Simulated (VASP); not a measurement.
Crystal: MnS.

```
Mn S
1.0
     4.30568    0.00000    0.00000
     0.00000    4.30568    0.00000
     0.00000    0.00000    5.36058
Mn S
2 2
Direct
  0.00000 0.50000 0.00000
  0.50000 0.00000 0.50000
  0.00000 0.00000 0.25000
  0.00000 0.00000 0.75000
```

Measurements of this composition are mostly on another form, of space group No. 225.

Base run:

| Quantity | Value |
| --- | --- |
| Program | VASP 6.6.1 |
| Functional | r2SCAN |
| Potentials or basis | VASP PAW PBE potentials, release 64 (Mn_pv, S) |
| Cutoff | 520 eV |
| k mesh | 5 × 5 × 4 |
| Occupations | gaussian, width 0.05 eV |
| Spin | collinear spin, ferromagnetic start |
| Starting moments | [4.0, 4.0, 0.0, 0.0] μB |
| Hubbard terms | Mn d U = 3 eV |

Its results: pressure -0.1 GPa; site moments Mn +4.53; S -0.08 μB.

Problem. The run is repeated on the same cell with these changes: fixed moment from none to 0 μB. What comes out?

Solution. Pressure -4.5 GPa; site moments Mn +0.24; S -0.13 μB.

Caveats: the PAW data sets were made with another functional, which shifts forces and pressure a little; only a ferromagnetic start was run, and an antiferromagnetic order may lie lower in energy (some runs); the moment is held away from its start (some runs); the total moment is fixed, so each spin has its own Fermi level (some runs).
